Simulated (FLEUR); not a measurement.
**Fe under changes of volume**

One of the cells (12.019 Å³/atom); the others are scaled copies at fixed shape and fractional positions:

```
Fe
1.0
    -1.44300    1.44300    1.44300
     1.44300   -1.44300    1.44300
     1.44300    1.44300   -1.44300
Fe
1
Cartesian
  0.0000 0.0000 0.0000
```

| Property | Result |
| --- | --- |
| Program | FLEUR MaX-R8.1 (later development tree) |
| Functional | PBEsol |
| Potentials or basis | all-electron |
| Basis | FLAPW |
| Kmax | 4.58 1/bohr |
| k mesh | 13 × 13 × 13 |
| Occupations | fermi-dirac, width 0.05 eV |
| Spin | collinear spin, ferromagnetic start |
| Starting moments | [3.0] μB |

```csv
volume (Å³/atom),energy over the lowest point (meV/atom),moment (μB per cell)
11.298,0.00,2.12
11.538,17.04,2.16
11.778,38.99,2.20
12.019,64.60,2.26
12.259,92.91,2.33
12.499,123.77,2.40
12.740,?,?
```

**Question.** What does the run at 12.740 Å³/atom give?

**Answer.** Energy over the lowest point 155.39 meV/atom; moment 2.51 μB per cell.

Worked out: A Birch-Murnaghan fit of order 3 (a polynomial in V^(-2/3)) to the other rows has no minimum within the range. It gives 156.30 meV/atom at 12.740 Å³/atom, against the run's 155.39. A parabola through the other rows of the moment, of slope 0.375 μB per Å³/atom there, extrapolates to 2.49 μB, against the run's 2.51.

Energies are extrapolated to zero smearing.
